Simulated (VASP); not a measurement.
# C in VASP: one cell, several levels of theory, part 1 of 2

Aim: gap, levels, forces and stress of C (diamond), under -2.0 % biaxial strain in x and y, free along z at fixed geometry. Runs: PBE, r2SCAN.

The runs shown are made with VASP 6.6.1. PAW datasets, plane waves. No spin polarisation and no zero-point or thermal motion.

### Step 1. The cell

The cell comes from an earlier relaxation with r2SCAN in another program, then strained, with the atoms relaxed again.

The symmetry is I4_1/amd (No. 141, tetragonal); a = 2.467 Å, c = 3.576 Å in the conventional setting, 5.44 Å³ an atom. Near C stand 4 C at 1.52 Å.

Coordinates:

```
CELL_PARAMETERS angstrom
0.00000 1.74452 1.78805
1.74452 0.00000 1.78805
1.74452 1.74452 0.00000
ATOMIC_POSITIONS crystal
C 0.00000 0.00000 0.00000
C 0.25000 0.25000 0.25000
```

### Step 2. PBE

The input, INCAR:

```
ENCUT = 520.000000
SIGMA = 0.020000
EDIFF = 1.00e-07
GGA = PE
PREC = Accurate
IBRION = -1
ISIF = 2
ISMEAR = -1
NBANDS = 11
NELM = 120
NSW = 0
LASPH = .TRUE.
LCHARG = .FALSE.
LWAVE = .FALSE.
LREAL = .FALSE.
```

The input, KPOINTS:

```
KPOINTS created by Atomic Simulation Environment
0
Gamma
12 12 12
0 0 0
```

The input, KPOINTS_OPT:

```
special points
7
Reciprocal
0.0000000000 0.0000000000 0.0000000000 1
0.5000000000 0.0000000000 0.5000000000 1
0.6250000000 0.2500000000 0.6250000000 1
0.3750000000 0.3750000000 0.7500000000 1
0.5000000000 0.5000000000 0.5000000000 1
0.5000000000 0.2500000000 0.7500000000 1
0.0000000000 0.3671880000 0.3671870000 1
```

The input, POSCAR:

```
C
 1.0000000000000000
     0.0000000000000000    1.7445216596999999    1.7880464072000000
     1.7445216596999999    0.0000000000000000    1.7880464072000000
     1.7445216596999999    1.7445216596999999    0.0000000000000000
 C
   2
Cartesian
  0.0000000000000000  0.0000000000000000  0.0000000000000000
  0.8722608298499999  0.8722608298499999  0.8940232036000000
```

Potentials: the recommended PBE PAW datasets, 8 valence electrons in the neutral cell.

Started as:

```sh
$ mpirun -np 1 vasp_std
```

Standard output, without the iteration lines:

```text
POSCAR found type information on POSCAR C
 POSCAR found :  1 types and       2 ions
 LDA part: xc-table for (Slater+PW92), standard interpolation
 POSCAR, INCAR and KPOINTS ok, starting setup
 FFT: planning ... GRIDC
 FFT: planning ... GRID_SOFT
 FFT: planning ... GRID
 WAVECAR not read
 entering main loop
 Start KPOINTS_OPT (optional k-point list driver)
k-point batch [1-7\7]
```

OSZICAR:

```text
N       E                     dE             d eps       ncg     rms          rms(c)
DAV:   1    -0.486472500790E+00   -0.48647E+00   -0.48101E+03  3693   0.722E+02
DAV:   2    -0.185061277553E+02   -0.18020E+02   -0.17474E+02  4638   0.121E+02
DAV:   3    -0.188569634986E+02   -0.35084E+00   -0.34986E+00  4207   0.129E+01
DAV:   4    -0.188575269400E+02   -0.56344E-03   -0.56343E-03  3840   0.639E-01
DAV:   5    -0.188575275296E+02   -0.58966E-06   -0.58959E-06  4139   0.199E-02    0.586E+00
DAV:   6    -0.183163341371E+02    0.54119E+00   -0.28239E-01  3673   0.378E+00    0.351E+00
DAV:   7    -0.181343675704E+02    0.18197E+00   -0.34158E-01  3835   0.420E+00    0.826E-01
DAV:   8    -0.181362901231E+02   -0.19226E-02   -0.93436E-03  3775   0.732E-01    0.450E-02
DAV:   9    -0.181363270664E+02   -0.36943E-04   -0.61650E-05  4266   0.633E-02    0.254E-02
DAV:  10    -0.181363476995E+02   -0.20633E-04   -0.14754E-05  3844   0.343E-02    0.541E-03
DAV:  11    -0.181363477954E+02   -0.95968E-07   -0.25193E-07  4391   0.460E-03
   1 F= -.18136348E+02 E0= -.18136348E+02  d E =-.824369E-12
       N       E                     dE             ncg
DAV:   1     0.113062271254E+04   -0.26289E+04      154
DAV:   2     0.100889999261E+04   -0.12172E+03      216
DAV:   3     0.100671956109E+04   -0.21804E+01      178
DAV:   4     0.100671704603E+04   -0.25151E-02      166
DAV:   5     0.100671704330E+04   -0.27377E-05      181
DAV:   6     0.100671704329E+04   -0.40156E-08      168
```

The lines after F= are the extra pass for the points of KPOINTS_OPT, at fixed density; their E is not a total energy.

Parts of OUTCAR:

```text
k-points           NKPTS =    163   k-points in BZ     NKDIM =    163   number of bands    NBANDS=     11

   NELECT =       8.0000    total number of electrons

   dimension x,y,z NGX =    20 NGY =   20 NGZ =   18
   dimension x,y,z NGXF=    40 NGYF=   40 NGZF=   36

  energy-cutoff  :      520.00
  volume of cell :       10.88
      direct lattice vectors                 reciprocal lattice vectors
     0.000000000  1.744521660  1.788046407    -0.286611517  0.286611517  0.279634800
     1.744521660  0.000000000  1.788046407     0.286611517 -0.286611517  0.279634800
     1.744521660  1.744521660  0.000000000     0.286611517  0.286611517 -0.279634800

 k-points in reciprocal lattice and weights: KPOINTS created by Atomic Simulation Env
   0.00000000  0.00000000  0.00000000       0.001
   0.08333333  0.00000000  0.00000000       0.005
   0.16666667  0.00000000  0.00000000       0.005
   0.25000000  0.00000000  0.00000000       0.005
   0.33333333  0.00000000  0.00000000       0.005
   0.41666667  0.00000000  0.00000000       0.005
   0.50000000  0.00000000  0.00000000       0.002
   0.08333333  0.08333333  0.00000000       0.001
[... 155 more k-points ...]

 E-fermi :  10.8894

 k-point     1 :       0.0000    0.0000    0.0000
  band No.  band energies     occupation
      1     -11.7026      2.00000
      2      10.0775      2.00000
      3      10.4708      2.00000
      4      10.4708      2.00000
      5      15.9465      0.00000
      6      15.9465      0.00000
      7      16.2577      0.00000
      8      24.6234      0.00000
      9      30.1794      0.00000
     10      36.5863      0.00000
     11      37.4540      0.00000

 k-point     2 :       0.0833    0.0000    0.0000
  band No.  band energies     occupation
      1     -11.5048      2.00000
      2       9.0430      2.00000
      3       9.8947      2.00000
      4      10.1395      2.00000
      5      16.3962      0.00000
      6      16.4828      0.00000
      7      16.9175      0.00000
      8      24.7572      0.00000
      9      30.5037      0.00000
     10      34.5322      0.00000
     11      35.6246      0.00000

 k-point     3 :       0.1667    0.0000    0.0000
  band No.  band energies     occupation
      1     -10.9132      2.00000
      2       6.4632      2.00000
      3       9.1200      2.00000
      4       9.4291      2.00000
      5      17.3775      0.00000
      6      17.3997      0.00000
      7      18.1170      0.00000
      8      25.1358      0.00000
      9      31.1690      0.00000
     10      33.0689      0.00000
     11      33.8550      0.00000

 k-point     4 :       0.2500    0.0000    0.0000
  band No.  band energies     occupation
      1      -9.9361      2.00000
      2       3.5503      2.00000
      3       8.3398      2.00000
      4       8.7062      2.00000
      5      18.1669      0.00000
      6      18.3104      0.00000
      7      19.0399      0.00000
      8      25.6567      0.00000
      9      31.5628      0.00000
     10      32.8995      0.00000
     11      33.2933      0.00000

 k-point     5 :       0.3333    0.0000    0.0000
  band No.  band energies     occupation
      1      -8.5930      2.00000
      2       0.6896      2.00000
      3       7.7198      2.00000
      4       8.1380      2.00000
      5      18.5502      0.00000
      6      18.8609      0.00000
      7      19.5991      0.00000
      8      26.1207      0.00000
      9      31.8430      0.00000
     10      33.9678      0.00000
     11      34.0360      0.00000

 k-point     6 :       0.4167    0.0000    0.0000
  band No.  band energies     occupation
      1      -6.9522      2.00000
      2      -1.9044      2.00000
      3       7.3306      2.00000
      4       7.7847      2.00000
      5      18.6487      0.00000
      6      19.0529      0.00000
      7      19.8776      0.00000
      8      26.3645      0.00000
      9      32.3929      0.00000
     10      35.6779      0.00000
     11      35.6822      0.00000

 k-point     7 :       0.5000    0.0000    0.0000
  band No.  band energies     occupation
      1      -5.6819      2.00000
      2      -3.4986      2.00000
      3       7.1987      2.00000
      4       7.6655      2.00000
      5      18.6538      0.00000
      6      19.0845      0.00000
      7      19.9615      0.00000
      8      26.4253      0.00000
      9      32.8256      0.00000
     10      35.2985      0.00000
     11      36.7753      0.00000

 k-point     8 :       0.0833    0.0833    0.0000
  band No.  band energies     occupation
      1     -11.4476      2.00000
      2       9.4565      2.00000
      3       9.5170      2.00000
      4       9.5170      2.00000
      5      16.0838      0.00000
      6      17.1452      0.00000
      7      17.1452      0.00000
      8      24.7197      0.00000
      9      30.5904      0.00000
     10      32.2662      0.00000
     11      38.3284      0.00000

 k-point     9 :       0.1667    0.0833    0.0000
  band No.  band energies     occupation
      1     -10.9960      2.00000
      2       7.3726      2.00000
      3       8.6960      2.00000
      4       9.2099      2.00000
      5      16.4103      0.00000
      6      18.2794      0.00000
      7      18.3002      0.00000
      8      24.6934      0.00000
      9      30.9109      0.00000
     10      31.1965      0.00000
     11      36.5989      0.00000

 k-point    10 :       0.2500    0.0833    0.0000
  band No.  band energies     occupation
      1     -10.1558      2.00000
      2       4.6276      2.00000
      3       7.9734      2.00000
      4       8.4773      2.00000
      5      17.2823      0.00000
      6      19.2332      0.00000
      7      19.3004      0.00000
      8      24.7557      0.00000
      9      30.8689      0.00000
     10      31.7719      0.00000
     11      35.5563      0.00000

 k-point    11 :       0.3333    0.0833    0.0000
  band No.  band energies     occupation
      1      -8.9416      2.00000
      2       1.7843      2.00000
      3       7.4772      2.00000
      4       7.6698      2.00000
      5      18.0110      0.00000
      6      19.8149      0.00000
      7      19.8687      0.00000
      8      25.1904      0.00000
      9      31.8928      0.00000
     10      31.9655      0.00000
     11      35.7552      0.00000

[... the tables of k-points 12 to 163 left out ...]

  Total        2.0697626      2.0697626      0.4017840      0.0000000      0.0000000      0.0000000
  in kB      304.6980035    304.6980035     59.1482283      0.0000000      0.0000000      0.0000000
  external PRESSURE =     222.8480784 kB  Pullay stress =       0.0000000 kB

 POSITION                                       TOTAL-FORCE (eV/Angst)
 -----------------------------------------------------------------------------------
      0.00000      0.00000      0.00000         0.000000     -0.000000      0.000000
      0.87226      0.87226      0.89402        -0.000000      0.000000      0.000000
 -----------------------------------------------------------------------------------
    total drift:                                0.000000      0.000000      0.000000

  FREE ENERGIE OF THE ION-ELECTRON SYSTEM (eV)
  ---------------------------------------------------
  free  energy   TOTEN  =       -18.1363477954 eV

  energy  without entropy=      -18.1363477954  energy(sigma->0) =      -18.13634780
```

Run time: 13 s. Hardware: 1 MPI rank of Intel Xeon Platinum 8488C, shared host; peak memory 0.12 GiB.

The levels at the points of KPOINTS_OPT are read from vasprun.xml.

Near the gap, in eV above the top of the last filled band v; c is the band after it:

```tsv
point	v−1	v	c	c+1
Γ	0.00	0.00	5.48	5.48
X	-6.80	-6.80	4.52	4.52
U	-9.83	-5.84	5.46	10.68
K	-9.87	-5.45	6.05	11.40
L	-3.27	-2.81	8.18	8.61
W	-8.81	-8.81	10.83	10.83
```

Gap with PBE: 3.89 eV, valence top at Γ, conduction bottom at (0.00, 0.37, 0.37). Least direct gap: 5.48 eV. Pressure: 22.28 GPa; the forces vanish within 0.01 eV/Å.

(Continued in part 2 of 2.)
